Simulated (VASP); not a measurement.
## Ni: single point with PBE+U

Ni:

```
CELL_PARAMETERS angstrom
0.00000 1.74785 1.74785
1.74785 0.00000 1.74785
1.74785 1.74785 0.00000
ATOMIC_POSITIONS crystal
Ni 0.00000 0.00000 0.00000
```

```yaml
Program: VASP 6.6.1
Task: single point
Functional: PBE
Potentials_or_basis: VASP PAW PBE potentials, release 64 (Ni)
Cutoff: 520 eV
k_mesh: 20 × 20 × 20
Occupations: gaussian, width 0.1 eV
Spin: collinear spin, ferromagnetic start
Starting_moments: "[0.8] μB"
Hubbard_terms: Ni d U = 2.0 eV
Further_INCAR_settings: ALGO = Normal; EDIFF = 1e-07
```

```yaml
Pressure: 0.0 GPa
Band_gap_on_the_k_mesh: none (metal or under the smearing width)
Net_moment: 0.67 μB per cell
Site_moments: Ni +0.69 μB
Valence_electrons_inside_the_program's_atomic_spheres: Ni 9.39
```

Levels at points of the mesh, in eV from the Fermi level:
Spin up:
| k point | band 1 | band 2 | band 3 | band 4 | band 5 | band 6 | band 7 | band 8 | band 9 |
| --- | --- | --- | --- | --- | --- | --- | --- | --- | --- |
| (0.00, 0.00, 0.00) | -8.87 | -2.93 | -2.93 | -2.93 | -1.65 | -1.65 | 24.16 | 28.16 | 28.16 |
| (0.50, 0.00, 0.00) | -5.23 | -2.87 | -2.87 | -1.01 | -1.01 | -0.06 | 5.73 | 22.62 | 25.27 |
| (0.50, 0.50, 0.00) | -5.08 | -4.74 | -0.91 | -0.91 | -0.91 | 2.73 | 9.30 | 15.27 | 15.27 |
Spin down:
```csv
k point,band 3,band 4,band 5,band 6,band 7,band 8
"(0.00, 0.00, 0.00)",-1.64,-1.64,-1.00,-1.00,23.91,28.09
"(0.50, 0.00, 0.00)",-2.03,-0.16,0.14,0.14,6.40,22.42
"(0.50, 0.50, 0.00)",-0.24,0.52,0.52,2.65,9.56,15.25
```

Eigenvalues of the final occupation matrices:
| site | spin | trace | eigenvalues |
| --- | --- | --- | --- |
| site 1 d | 1 | 4.58 | 0.91 0.91 0.91 0.92 0.92 |
| site 1 d | 2 | 3.85 | 0.70 0.70 0.70 0.87 0.87 |

Run time: 30 s on 1 thread of Intel(R) Xeon(R) Platinum 8488C (Sapphire Rapids), with other jobs on the host, peak memory 0.15 GiB.

Caveat: the U is typed as a test and isn't derived for this compound. The state reached can hang on the start; a lower one may exist.
